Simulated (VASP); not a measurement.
```
InN
1.0
    0.00000     2.56401     2.56401
    2.56401     0.00000     2.56401
    2.56401     2.56401     0.00000
In N
1 1
Cartesian
  0.00000   0.00000   0.00000
  1.28201   1.28201   1.28201
```

All values below come from PBE GGA, VASP's PBE PAW potentials (set 64) (plane waves; VASP). Settings: 400 eV cut-off, 9×9×9 Γ-centred mesh, Gaussian smearing of 0.14 eV, potentials In_d N.

At this cut-off the stress carries a Pulay error, which pulls relaxed volumes low.

Problem. Give the stress tensor in GPa (positive for a compressed cell).

Solution. 
```
-7.02   0.00   0.00
 0.00  -7.02   0.00
 0.00   0.00  -7.02
```
The pressure is its mean diagonal, -7.02 GPa.

The structure comes from a computed database's InN entry; how it stands against other phases isn't given here. The cell was not relaxed at this level.
